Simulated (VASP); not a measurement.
BeTe, 2 atoms in the cell. Symmetry: F-43m, No. 216, cubic system. Conventional cell: a = 5.540 Å, b = 5.540 Å, c = 5.540 Å, α = 90.00°, β = 90.00°, γ = 90.00°. Te (site symmetry -43m) is surrounded by 4 Be at 2.40 Å. Around Be (site symmetry -43m) lie 4 Te at 2.40 Å. 

| Property | Result |
| --- | --- |
| Program | VASP 6.6.1 |
| Task | relaxation of cell and atoms |
| Functional | PBEsol |
| Dispersion | D3(BJ) |
| Potentials or basis | VASP PAW PBE potentials, release 64 (Te, Be) |
| Cutoff | 600 eV |
| k mesh | 8 × 8 × 8 |
| Occupations | fermi-dirac, width 0.05 eV |
| Spin | no spin polarisation |
| Further INCAR settings | ALGO = Normal; EDIFF = 1e-07; IBRION = 2; EDIFFG = -0.02; NSW = 60; ISIF = 3 |

Potentials or basis: VASP PAW PBE potentials, release 64 (Te, Be).

Command:

```console
$ cat potpaw_PBE.64/Te/POTCAR potpaw_PBE.64/Be/POTCAR > POTCAR
$ mpirun -np 1 vasp_std > vasp.out
```

Hardware: 1 thread of AMD EPYC 9R45 (Zen 5), on a shared host.

Q: Estimate the wall time of this run.

A: It took 8.8 s on 1 thread of AMD EPYC 9R45 (Zen 5), on a shared host, peak memory 0.16 GiB. Counts: scf iterations 13, k points 29, ion steps 1.
